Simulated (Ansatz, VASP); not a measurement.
Two plane-wave programs on Ca2H3

```
CELL_PARAMETERS angstrom
3.77808 0.00000 0.00000
-1.88904 3.27192 0.00000
0.00000 0.00000 5.86409
ATOMIC_POSITIONS crystal
Ca 0.33333 0.66667 0.25866
Ca 0.66667 0.33333 0.74134
H 0.00000 0.00000 0.00000
H 0.33333 0.66667 0.65412
H 0.66667 0.33333 0.34588
```

Alike in both runs: functional PBE; k mesh 12 × 12 × 6; occupations gaussian, width 0.1 eV; no spin polarisation.

Ansatz relaxed the structure, and its values are those at the end. VASP's run is a single point on that final structure, the one shown.

```csv
,VASP,Ansatz
version,VASP 6.6.1,Ansatz 0.2.0
potentials or method,"VASP PAW PBE potentials, release 64 (Ca_sv, H)","scalar-relativistic, plane waves, PAW"
plane-wave cutoff (eV),520,420
valence electrons in the cell,23,23
```

|  | VASP | Ansatz | Ansatz less VASP |
| --- | --- | --- | --- |
| gap on the k mesh at the Fermi level (eV) | none | none | - |
| pressure (GPa) | 0.1 | 0.0 | -0.06 |
| rms of the force components (eV/Å) | 0.003 | 0.000 | -0.0032 |

A gap of «none» marks a metal or a gap that the smearing closes.
